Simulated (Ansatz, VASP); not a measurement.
# TaInSe3: VASP beside Ansatz

One calculation is typed for both programs; each brings its own data sets. How far apart do they land? The cell is generated by rule, not measured, and may not be a known phase. The cell is taken from a series of runs on this material, whose earlier steps may have relaxed, scaled, displaced or heated it; both programs get it as it stands.

Program: Ansatz 0.2.0. Level of theory: plane waves, with VASP 6.6.1 beside it; single point at PBEsol. Results are calculated unless marked as measured.

The structure was built from a prototype and need not be the compound's stable phase.

**1. The structure**

It takes space group I4/mcm (No. 140, tetragonal). Conventional cell: a = 7.098 Å, b = 7.098 Å, c = 10.039 Å, α = 90.00°, β = 90.00°, γ = 90.00°. In has 4 Se at 3.25 Å nearest. Nearest to Ta lie 6 Se at 2.51 to 2.55 Å. Nearest to Se lie 2 Ta at 2.55 Å and 2 In at 3.25 Å. Se has 2 Ta at 2.51 Å nearest. Farther neighbours and most contacts between anions are not listed.

**2. Ansatz: single point, PBEsol, pair 1**

Ansatz runs on its default PAW (the set named soft_2) files.

With cell and atoms fixed, the geometry can't cause a difference; cores, projectors, grids and the points listed under the comparison can.

input.yaml

```yaml
crystal:
  lattice:
    - [5.019252156, 5.019252156, 0.0]
    - [5.019252156, 0.0, 5.019252156]
    - [5.019252156, 0.0, -5.019252156]
  atoms:
    - { symbol: In, position: [0.0, 0.0, 0.0] }
    - { symbol: In, position: [0.0, 0.5, 0.5] }
    - { symbol: Ta, position: [0.5, 0.25, 0.75] }
    - { symbol: Ta, position: [0.5, 0.75, 0.25] }
    - { symbol: Se, position: [0.5, -0.0448273952, 0.9551726048] }
    - { symbol: Se, position: [0.5, 0.5448273952, 0.5448273952] }
    - { symbol: Se, position: [0.0, 0.5, 0.0] }
    - { symbol: Se, position: [0.0, 0.0, 0.5] }
    - { symbol: Se, position: [0.5, 0.4551726048, 0.0448273952] }
    - { symbol: Se, position: [0.5, 0.0448273952, 0.4551726048] }
kpoints:
  mp_grid: { grid: [6, 6, 6] }
hamiltonian:
  xc: pbesol
scf:
  occupations: { method: methfessel_paxton, width: 0.15 }
output:
  forces: true
  stress: true
  eigenvalues: true
```

Command:

```sh
> ansatz run input.yaml --threads 8 --pin off --max-ram 14336MiB --backend cpu --events-out ev --progress --plain --runs-dir out
```

Numbers of over 12 decimals in the logs are rounded to 6 here.

Output:

```text
Engine: ansatz 0.2.0, aarch64-unknown-linux-gnu
Pseudopotentials: kind: paw
Pseudopotential: In, paw, valence charge 13, recommended cutoff 420 eV (normal), In.paw.azcp
Pseudopotential: Ta, paw, valence charge 13, recommended cutoff 420 eV (normal), Ta.paw.azcp
Pseudopotential: Se, paw, valence charge 16, recommended cutoff 420 eV (normal), Se.paw.azcp
Functional definition: PBEsol
  exchange = pbesol_x
  correlation = pbesol_c
Crystal: 10 atoms, lattice volume = 252.899 Å³
Basis set: ecut = 420 eV, 4957 PW (Γ), exchange–correlation on 96×96×96 points (8 copies of the dense FFT grid, shifted against one another)
Bands: 89, of which v1, the nominal top of the filled ones, is band 74 counted from 1 (73 counted from 0)
Symmetry: 16 space group operations
Space group: I4/mcm (ITA 140), of the structure as read, at distance tolerance 6.3e-5 Å
k-points: 30 of 216
Non-local potential: In, projectors of the file, l = 0: 2, l = 1: 2, l = 2: 2, l = 3: 2
Non-local potential: Ta, projectors of the file, l = 0: 3, l = 1: 2, l = 2: 2, l = 3: 1
Non-local potential: Se, projectors of the file, l = 0: 2, l = 1: 2, l = 2: 3, l = 3: 1
PAW form: soft (Blöchl's): semilocal exchange-correlation on the pseudo side does not see the compensation charge
PAW frozen core: In, regenerated for the run's functional, and the local potential with it (the file was generated under x = pbe(κ = 0.804, μ = 0.219515), c = pbe(β = 0.066725))
PAW frozen core: Ta, regenerated for the run's functional, and the local potential with it (the file was generated under x = pbe(κ = 0.804, μ = 0.219515), c = pbe(β = 0.066725))
PAW frozen core: Se, regenerated for the run's functional, and the local potential with it (the file was generated under x = pbe(κ = 0.804, μ = 0.219515), c = pbe(β = 0.066725))
PAW one-centre angular grid: In, 590 points (default); XC on 64 Gauss nodes
PAW one-centre angular grid: Ta, 590 points (default); XC on 64 Gauss nodes
PAW one-centre angular grid: Se, 590 points (default); XC on 64 Gauss nodes
Initial density: superposition of atomic densities (neutral atoms: chi_scale 0, normalization atom), corrected by the library's trained network
Initial wavefunctions: pseudopotential atomic-orbital guess
Functional: x = pbesol(κ = 0.804, μ = 0.123457), c = pbesol(β = 0.046)
SCF iter   1: F=—  HF=-63212.976194 eV  |F-HF|=—  |Δ(HF+E_count)|=         —  Δρ=3.72e-3  dr2=6.35e-2  ethr=1.77e-3  ⟨swp⟩=6.6  Hψ=9504  notcnv=0  defer=2
preconditioner: auto → LDOS  [insulator: Δε(μ)=0.117 eV  Ē_g=10.353 eV  σ=0.150 eV  W_gap=0.59  n_scr=58 (ndim 8)  ℏωp=19.8 eV  f_vac=0.016  D(μ)=3.16/eV (n_scr^D=14)  ε∞_Penn≈4.7  β→1.0]
SCF iter   2: F=—  HF=-63212.966400 eV  |F-HF|=—  |Δ(HF+E_count)|=   9.79e-3  S|Δr|=    0.00e0  Δρ=1.72e-3  dr2=1.55e-2  ethr=4.29e-5  ⟨swp⟩=2.0  Hψ=5254  notcnv=0  defer=4
SCF iter   3: F=—  HF=-63212.959505 eV  |F-HF|=—  |Δ(HF+E_count)|=   6.90e-3  S|Δr|=    0.00e0  Δρ=2.67e-4  dr2=2.46e-4  ethr=1.05e-5  ⟨swp⟩=2.0  Hψ=4601  notcnv=0  defer=4
SCF iter   4: F=—  HF=-63212.959315 eV  |F-HF|=—  |Δ(HF+E_count)|=   1.90e-4  S|Δr|=    0.00e0  Δρ=6.28e-5  dr2=2.17e-5  ethr=1.66e-7  ⟨swp⟩=2.0  Hψ=4599  notcnv=0  defer=4
SCF iter   5: F=—  HF=-63212.959181 eV  |F-HF|=—  |Δ(HF+E_count)|=   1.34e-4  S|Δr|=    0.00e0  Δρ=3.06e-5  dr2=5.69e-6  ethr=1.47e-8  ⟨swp⟩=2.0  Hψ=4576  notcnv=0  defer=4
SCF iter   6: F=-63212.959180 eV  HF=-63212.959180 eV  |F-HF|=1.39e-8  |Δ(HF+E_count)|=   6.34e-7  S|Δr|=    0.00e0  Δρ=5.39e-6  dr2=9.16e-8  ethr=6.76e-11  ⟨swp⟩=8.5  Hψ=12762  notcnv=0
SCF 1 converged in 6 iterations: F = -63212.959180 eV  dr2 = 9.16e-8
  greatest PAW one-centre occupation: 1.000 electrons in one spin orbital (limit 2), on the Se atom at site 7 (counted from 0), in its partial waves of l = 2
SCF converged after 6 iterations
Stability not checked: this state was not tested for a lower state beside it, because cold or Methfessel-Paxton smearing, or corrected tetrahedra, fill the levels in a way that the test cannot read (fill_not_monotonic; see scf.lower_state_search)
Free energy (F): -63212.959180 eV
Harris-Foulkes:  -63212.959180 eV  (|F-HF|=1.39e-8)
Internal energy: -63212.962599 eV  (E = F + TS)
E sigma→0 (E₀):  -63212.960035 eV
Entropy (-TS):   0.003419 eV (0.342 meV/atom)
Fermi energy:    9.088757 eV
--- Per-component energies (eV) ---
  E_band       = -2750.627633
  E_kinetic    = 1919.154468
  E_local      = -19024.317699  (includes V_loc(G=0)·N_el)
  E_nonlocal   = -2789.662868
  E_hartree    = 8924.117713
  E_xc         = -1480.245529
  E_vxc        = -1194.088798  (∫ρ·V_xc dr)
  E_paw        = -35908.403509  (= ΣΔE_a)
  E_vpaw       = 490.046651  (= ΣTr[D̂ρ^β])
  E_aug_tail   = -0.003291  (compensation charges beyond the density's cutoff)
  E_ewald      = -14860.551685
  E_core_change = 6.949801  (= ΣΔE_core)
  E_smearing   = 0.003419  (= −TS)
  E_closure    = 0.000000  (closes the sum)
  Σ components = -63212.959180   (vs F -63212.959180, Δ=0.00e0)
--- Forces (eV/Å), atoms counted from 1 ---
  atom   1  In     0.00000000     0.00000000     0.00000000
  atom   2  In     0.00000000     0.00000000     0.00000000
  atom   3  Ta     0.00000000    -0.00000000     0.00000000
  atom   4  Ta     0.00000000    -0.00000000    -0.00000000
  atom   5  Se    -0.31674649     0.00000000     0.00000000
  atom   6  Se     0.31674649     0.00000000     0.00000000
  atom   7  Se     0.00000000     0.00000000     0.00000000
  atom   8  Se     0.00000000     0.00000000     0.00000000
  atom   9  Se     0.00000000     0.00000000    -0.31674649
  atom  10  Se     0.00000000     0.00000000     0.31674649
  max |Σ_I F_I| component: 5.55e-17 eV/Å
--- Stress (GPa, compression-positive) ---
       -2.205497       0.000000       0.000000
        0.000000      -0.560008       0.000000
        0.000000       0.000000      -2.205497
  P = ⅓ Tr σ = -1.6570 GPa (-16.570 kbar)
--- Band table (eV; the first three rows and the last of 30) ---
  k-point 0: bands = [... 70 lower, 8.4297, 8.4297, 8.4307, 8.5904, 8.7065, 9.3619, 9.3619, 10.0741, ... 11 higher]
  k-point 1: bands = [... 70 lower, 8.2337, 8.5886, 8.9022, 9.0245, 9.1567, 9.2878, 9.3692, 10.3215, ... 11 higher]
  k-point 2: bands = [... 70 lower, 8.3153, 8.5286, 8.5321, 8.6604, 9.6812, 9.7543, 10.0343, 10.3912, ... 11 higher]
  k-point 29: bands = [... 70 lower, 7.8903, 8.4056, 8.4056, 8.6204, 9.2190, 10.3380, 10.7786, 10.7786, ... 11 higher]
```

In the SCF lines HF is the Harris–Foulkes energy and dr2 the Hartree energy of the density residual, in eV; the loop may stop once dr2 is under the threshold and the program's other checks hold. Hψ counts applications of the Hamiltonian.

The run ends at a pressure of -1.66 GPa, with forces up to 0.32 eV/Å.

**3. VASP: single point, PBEsol, pair 1**

The same cell, functional, mesh and smearing now go to VASP, with its own data sets.

Lines of VASP's logs that name or quote its potential files are left out, and so is its time.

INCAR

```
SYSTEM = TaInSe3
PREC = Accurate
ENCUT = 500
EDIFF = 1E-06
NELM = 120
ISMEAR = 1
SIGMA = 0.15
LREAL = .FALSE.
ALGO = Normal
GGA = PS
NBANDS = 52
LASPH = .TRUE.
LORBIT = 11
LWAVE = .FALSE.
LCHARG = .FALSE.
ISIF = 2
GGA_COMPAT = .FALSE.
KPAR = 2
```

POSCAR

```
TaInSe3
1.0
    5.0192521560      5.0192521560      0.0000000000
    5.0192521560      0.0000000000      5.0192521560
    5.0192521560      0.0000000000     -5.0192521560
In Ta Se
2 2 6
Direct
    0.0000000000      0.0000000000      0.0000000000
    0.0000000000      0.5000000000      0.5000000000
    0.5000000000      0.2500000000      0.7500000000
    0.5000000000      0.7500000000      0.2500000000
    0.5000000000      0.9551726048      0.9551726048
    0.5000000000      0.5448273952      0.5448273952
    0.0000000000      0.5000000000      0.0000000000
    0.0000000000      0.0000000000      0.5000000000
    0.5000000000      0.4551726048      0.0448273952
    0.5000000000      0.0448273952      0.4551726048
```

KPOINTS

```
Automatic mesh
0
Gamma
6 6 6
0 0 0
```

Potentials, in the order of the species: In_d, Ta_pv and Se (PBE family, release 64).

Command:

```sh
> mpirun -np 2 vasp_std
```

Output:

```text
[banner, memory and clock lines left out]
running    2 mpi-ranks, on    1 nodes
 distrk:  each k-point on    1 cores,    2 groups
 distr:  one band on    1 cores,    1 groups

 POSCAR found type information on POSCAR InTaSe
 POSCAR found :  3 types and      10 ions
|                                                                             |
|               ----> ADVICE to this user running VASP <----                  |
|                                                                             |
|     You enforced a specific xc type in the INCAR file but a different       |
|     [... a line on the potential file left out ...]
|     I HOPE YOU KNOW WHAT YOU ARE DOING!                                     |
|                                                                             |

 LDA part: xc-table for (Slater+PW92), standard interpolation
 POSCAR, INCAR and KPOINTS ok, starting setup
 FFT: planning ... GRIDC
 FFT: planning ... GRID_SOFT
 FFT: planning ... GRID
 WAVECAR not read
 entering main loop
       N       E                     dE             d eps       ncg     rms          rms(c)
DAV:   1     0.805737758954E+03    0.80574E+03   -0.37313E+04  3136   0.158E+03
DAV:   2     0.578622099817E+02   -0.74788E+03   -0.72084E+03  3272   0.413E+02
DAV:   3    -0.546039119171E+02   -0.11247E+03   -0.10714E+03  3924   0.160E+02
DAV:   4    -0.620299198496E+02   -0.74260E+01   -0.73156E+01  3904   0.398E+01
DAV:   5    -0.623649715321E+02   -0.33505E+00   -0.33401E+00  4584   0.899E+00    0.219E+01
DAV:   6    -0.586984222058E+02    0.36665E+01   -0.22774E+01  4216   0.188E+01    0.923E+00
DAV:   7    -0.581980165283E+02    0.50041E+00   -0.43611E+00  3996   0.897E+00    0.662E+00
DAV:   8    -0.580505427037E+02    0.14747E+00   -0.72827E-01  4304   0.429E+00    0.959E-01
DAV:   9    -0.580470365245E+02    0.35062E-02   -0.73187E-02  3880   0.136E+00    0.349E-01
DAV:  10    -0.580469650635E+02    0.71461E-04   -0.84051E-03  4300   0.606E-01    0.234E-01
DAV:  11    -0.580473866746E+02   -0.42161E-03   -0.35629E-03  3952   0.233E-01    0.111E-01
DAV:  12    -0.580469953244E+02    0.39135E-03   -0.17888E-03  3960   0.145E-01    0.318E-02
DAV:  13    -0.580469951406E+02    0.18373E-06   -0.11144E-04  4096   0.445E-02    0.217E-02
DAV:  14    -0.580469970110E+02   -0.18704E-05   -0.78903E-06  4072   0.170E-02    0.114E-02
DAV:  15    -0.580469946423E+02    0.23687E-05   -0.90944E-06  3300   0.109E-02    0.240E-03
DAV:  16    -0.580469946568E+02   -0.14553E-07   -0.56399E-07  1984   0.419E-03
   1 F= -.58046995E+02 E0= -.58048099E+02  d E =0.331324E-02
```

From OUTCAR (step 3):

```text
ion  position               nearest neighbor table
   1  0.000  0.000  0.000-   5 3.25   6 3.25   9 3.25  10 3.25
   2  0.000  0.500  0.500-   9 3.25  10 3.25   5 3.25   6 3.25
   3  0.500  0.250  0.750-   8 2.51   7 2.51   5 2.55   9 2.55  10 2.55   6 2.55
   4  0.500  0.750  0.250-   7 2.51   8 2.51   5 2.55   9 2.55  10 2.55   6 2.55
   5  0.500  0.955  0.955-   3 2.55   4 2.55   2 3.25   1 3.25
   6  0.500  0.545  0.545-   3 2.55   4 2.55   2 3.25   1 3.25
   7  0.000  0.500  0.000-   3 2.51   4 2.51
   8  0.000  0.000  0.500-   4 2.51   3 2.51
   9  0.500  0.455  0.045-   3 2.55   4 2.55   1 3.25   2 3.25
  10  0.500  0.045  0.455-   3 2.55   4 2.55   1 3.25   2 3.25

  LATTYP: Found a face centered cubic cell.
 ALAT       =    10.0385043120

 Subroutine GETGRP returns: Found 16 space group operations
 (whereof  8 operations were pure point group operations)

The static configuration has the point symmetry D_2d.
 The point group associated with its full space group is D_4h.

 Found     30 irreducible k-points:

   k-points           NKPTS =     30   k-points in BZ     NKDIM =     30   number of bands    NBANDS=     52

   dimension x,y,z NGX =    54 NGY =   54 NGZ =   54
   dimension x,y,z NGXF=   108 NGYF=  108 NGZF=  108

   ENCUT  =  500.0 eV  36.75 Ry    6.06 a.u.  12.94 12.94 12.94*2*pi/ulx,y,z

   NELECT =      84.0000    total number of electrons

 k-points in reciprocal lattice and weights: Automatic mesh
   0.00000000  0.00000000  0.00000000       0.005
   0.16666667  0.00000000  0.00000000       0.009
   0.16666667  0.16666667  0.16666667       0.019
   0.33333333  0.00000000  0.00000000       0.009
   0.33333333  0.33333333  0.33333333       0.019
   0.50000000  0.00000000  0.00000000       0.005
   0.50000000  0.50000000  0.50000000       0.009
   0.00000000  0.16666667  0.00000000       0.037
   0.33333333  0.16666667  0.00000000       0.037
[...]
-0.33333333  0.33333333  0.16666667       0.074
   0.16666667  0.50000000  0.33333333       0.037

 average (electrostatic) potential at core
       1 -96.5330       2 -96.5330       3 -39.6975       4 -39.6975       5 -53.9985
       6 -53.9985       7 -54.0168       8 -54.0168       9 -53.9985      10 -53.9985

 E-fermi :   3.9296

 k-point     1 :       0.0000    0.0000    0.0000
  band No.  band energies     occupation
    ...
     39       3.2709      2.00000
     40       3.2772      2.00000
     41       3.2772      2.00000
     42       3.4254      2.00002
     43       3.5487      2.00194
     44       4.2044     -0.02645
     45       4.2044     -0.02645
     46       4.9088     -0.00000
     47       5.6718     -0.00000
     48       5.6718     -0.00000
    ...

 k-point     2 :       0.1667    0.0000    0.0000
  band No.  band energies     occupation
    ...
     39       3.1597      2.00000
     40       3.4328      2.00003
     41       3.6749      2.03729
     42       3.7104      2.05868
     43       3.7104      2.05868
     44       4.3292     -0.00108
     45       4.3292     -0.00108
     46       4.9536     -0.00000
     47       5.4644     -0.00000
     48       5.4644     -0.00000
    ...

 k-point     3 :       0.1667    0.1667    0.1667
  band No.  band energies     occupation
    ...
     38       3.0235      2.00000
     39       3.1385      2.00000
     40       3.1566      2.00000
     41       3.7112      2.05914
     42       3.7775      2.05304
     43       4.0273      0.11647
     44       4.3993     -0.00009
     45       4.4121     -0.00005
     46       5.0231     -0.00000
     47       5.6036     -0.00000
    ...

  Total       -3.2676713     -0.6430850     -3.2676713     -0.0000000      0.0000000     -0.0000000
  in kB      -20.7015046     -4.0741021    -20.7015046     -0.0000000      0.0000000     -0.0000000
  external PRESSURE =     -15.1590371 kB  Pullay stress =       0.0000000 kB

  energy-cutoff  :      500.00
  volume of cell :      252.90
      direct lattice vectors                 reciprocal lattice vectors
     5.019252156  5.019252156  0.000000000     0.000000000  0.199232868  0.000000000
     5.019252156  0.000000000  5.019252156     0.099616434 -0.099616434  0.099616434
     5.019252156  0.000000000 -5.019252156     0.099616434 -0.099616434 -0.099616434

 POSITION                                       TOTAL-FORCE (eV/Angst)
 -----------------------------------------------------------------------------------
      0.00000      0.00000      0.00000         0.000000     -0.000000     -0.000000
      5.01925      0.00000      0.00000         0.000000     -0.000000     -0.000000
      7.52888      2.50963     -2.50963         0.000000     -0.000000     -0.000000
      7.52888      2.50963      2.50963         0.000000     -0.000000     -0.000000
     12.09813      2.50963      0.00000        -0.325163     -0.000000     -0.000000
      7.97888      2.50963      0.00000         0.325163     -0.000000     -0.000000
      2.50963      0.00000      2.50963         0.000000     -0.000000     -0.000000
      2.50963      0.00000     -2.50963         0.000000     -0.000000     -0.000000
      5.01925      2.50963      2.05963         0.000000      0.000000     -0.325163
      5.01925      2.50963     -2.05963         0.000000      0.000000      0.325163
 -----------------------------------------------------------------------------------
    total drift:                               -0.000000      0.000000     -0.000000

  FREE ENERGIE OF THE ION-ELECTRON SYSTEM (eV)
  ---------------------------------------------------
  free  energy   TOTEN  =       -58.0469946568 eV

  energy  without entropy=      -58.0503078944  energy(sigma->0) =      -58.04809907

 total charge
# of ion       s       p       d       tot
------------------------------------------
    1        1.135   0.195   9.853  11.183
    2        1.135   0.195   9.853  11.183
    3        0.301   6.180   2.252   8.733
    4        0.301   6.180   2.252   8.733
    5        1.458   2.369   0.033   3.860
    6        1.458   2.369   0.033   3.860
    7        1.458   2.385   0.034   3.878
    8        1.458   2.385   0.034   3.878
    9        1.458   2.369   0.033   3.860
   10        1.458   2.369   0.033   3.860
--------------------------------------------------
tot         11.622  26.996  24.411  63.029

[... 3 further parts left out ...]
```

The run ends at a pressure of -1.52 GPa, with forces up to 0.33 eV/Å.

**4. Comparison**

Known differences besides the potentials themselves: the data sets hold 148 valence electrons in Ansatz (on its default PAW (the set named soft_2) files) and 84 in VASP; the cutoff is 420 eV in Ansatz and 500 eV in VASP; Ansatz makes its cores anew for this functional, VASP keeps those of its PBE data sets. Total energies have different zeros and are not compared.

The two programs side by side:

| quantity | Ansatz | VASP | difference |
| --- | --- | --- | --- |
| pressure (GPa) | -1.66 | -1.52 | -0.14 |

Forces (eV/Å; atoms numbered as in POSCAR):

| atom | Ansatz x, y, z | VASP x, y, z |
| --- | --- | --- |
| In1 | 0.000, 0.000, 0.000 | 0.000, 0.000, 0.000 |
| In2 | 0.000, 0.000, 0.000 | 0.000, 0.000, 0.000 |
| Ta3 | 0.000, 0.000, 0.000 | 0.000, 0.000, 0.000 |
| Ta4 | 0.000, 0.000, 0.000 | 0.000, 0.000, 0.000 |
| Se5 | -0.317, 0.000, 0.000 | -0.325, 0.000, 0.000 |
| Se6 | 0.317, 0.000, 0.000 | 0.325, 0.000, 0.000 |
| Se7 | 0.000, 0.000, 0.000 | 0.000, 0.000, 0.000 |
| Se8 | 0.000, 0.000, 0.000 | 0.000, 0.000, 0.000 |
| Se9 | 0.000, 0.000, -0.317 | 0.000, 0.000, -0.325 |
| Se10 | 0.000, 0.000, 0.317 | 0.000, 0.000, 0.325 |

The forces differ by 3.1 meV/Å r.m.s., which is 2.6 % of the r.m.s. force of 0.119 eV/Å (both taken over all components).

(Part 1 of 2 ends here.)

[Lines on the potential files, build, host, timing and source positions are cut from VASP's logs without a mark.]

[Logs are printed without paths, hosts, clocks, repeated set-up lines and the standing remarks that a program may print on its own settings, such as how far it seeks lower states.]

[Hosts, paths, dates, database ids (printed as entryN), source tags and the programs' standing remarks are cut or masked in the printed files.]
